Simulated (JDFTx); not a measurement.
The system is Ir.

```
CELL_PARAMETERS angstrom
2.75138 0.00000 0.00000
-1.37569 2.38276 0.00000
0.00000 0.00000 4.46229
ATOMIC_POSITIONS crystal
Ir 0.33333 0.66667 0.25000
Ir 0.66667 0.33333 0.75000
```

This isn't the form of Ir at room conditions, which is fcc.

```yaml
Program: JDFTx 1.7.0 (patched build)
Task: relaxation of cell and atoms
Functional: PBE
Potentials_or_basis: PseudoDojo-SR-PBE-0.5-standard with smoothed tails
Cutoff: 925 eV
Density_cutoff: 7401 eV
k_mesh: 6 × 6 × 3
Occupations: fermi-dirac, width 0.05 eV
Spin: no spin polarisation
```

At the start: pressure -1.9 GPa; volume 14.63 Å³/atom.

Q: Where does the relaxation end?

A: Over 7 steps the energy falls by 9.6 meV/atom and the volume is 14.55 Å³/atom (-0.5 %); space group P6_3/mmc (No. 194, to 0.05 Å).

The path:
```
step  energy change (eV)  largest force (eV/Å)  pressure (GPa)  volume (Å³)
   1              0.0000                0.0000           -1.88        29.25
   2             -0.0089                0.0000           -0.80        29.16
   3             -0.0188                0.0000            0.69        29.04
   4             -0.0191                0.0000           -0.70        29.16
   5             -0.0192                0.0000            0.13        29.09
   6             -0.0192                0.0000            0.01        29.10
   7             -0.0192                0.0000            0.00        29.10
```

Final structure:
```
Ir
1.0
     2.77009    0.00000    0.00000
    -1.38505    2.39897    0.00000
     0.00000    0.00000    4.37853
Ir
2
Direct
  0.33333 0.66667 0.25000
  0.66667 0.33333 0.75000
```

Caveat: the k mesh is coarse (spacing up to 0.47 Å⁻¹), so the values aren't converged.
